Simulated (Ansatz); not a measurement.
The system is FeGe.

```
Ge Fe
1.0
     4.99760    0.00000    0.00000
    -2.49880    4.32805    0.00000
     0.00000    0.00000    4.11576
Ge Fe
3 3
Direct
  0.66667 0.33333 0.50000
  0.33333 0.66667 0.50000
  0.00000 0.00000 0.00000
  0.00000 0.50000 0.00000
  0.50000 0.50000 0.00000
  0.50000 0.00000 0.00000
```

The cell is a database's computed one.

- Program: Ansatz 0.2.0
- Task: single point
- Functional: PBE
- Potentials or basis: Ansatz PAW
- Cutoff: 420 eV (not typed: the program's choice for these potentials)
- k mesh: 6 × 6 × 7
- Occupations: fermi-dirac, width 0.05 eV
- Spin: collinear spin, ferromagnetic start
- Starting moments: [0.0, 0.0, 0.0, 3.0, 3.0, 3.0] μB

On this cell: pressure -4.0 GPa; largest force under 0.003 eV/Å; net moment 4.32 μB per cell; site moments Ge -0.04, -0.07; Fe +1.52 μB; band gap on the k mesh none (metal or under the smearing width).

The same run follows on a disturbed copy (atoms moved at random, drawn with an rms of 0.05 Å):

```
CELL_PARAMETERS angstrom
4.99760 0.00000 0.00000
-2.49880 4.32805 0.00000
0.00000 0.00000 4.11576
ATOMIC_POSITIONS crystal
Ge 0.66300 0.33729 0.49181
Ge 0.31508 0.65286 0.49058
Ge 0.00625 0.00167 0.00717
Fe 0.99690 0.50198 0.99386
Fe 0.49947 0.48689 0.98554
Fe 0.49932 0.00960 0.99758
```

Problem. What changes?

Solution. The energy (extrapolated to zero smearing) moves by +17.4 meV/atom; pressure -3.3 GPa; largest force 1.111 eV/Å; net moment 4.31 μB per cell; site moments Ge -0.04, -0.05, -0.07; Fe +1.48, +1.50, +1.54 μB; band gap on the k mesh none (metal or under the smearing width).

Forces in eV/Å, atoms in the order of the input:
```
Ge   0.122 -0.175  0.067
Ge   0.313  0.335  0.150
Ge  -0.576 -0.169 -0.221
Fe   0.318 -0.064 -0.057
Fe  -0.650  0.883  0.177
Fe   0.473 -0.811 -0.116
```

Stress tensor (GPa, compression positive):
```
-2.60  0.11 -0.02
 0.11 -3.31  0.02
-0.02  0.02 -4.00
```
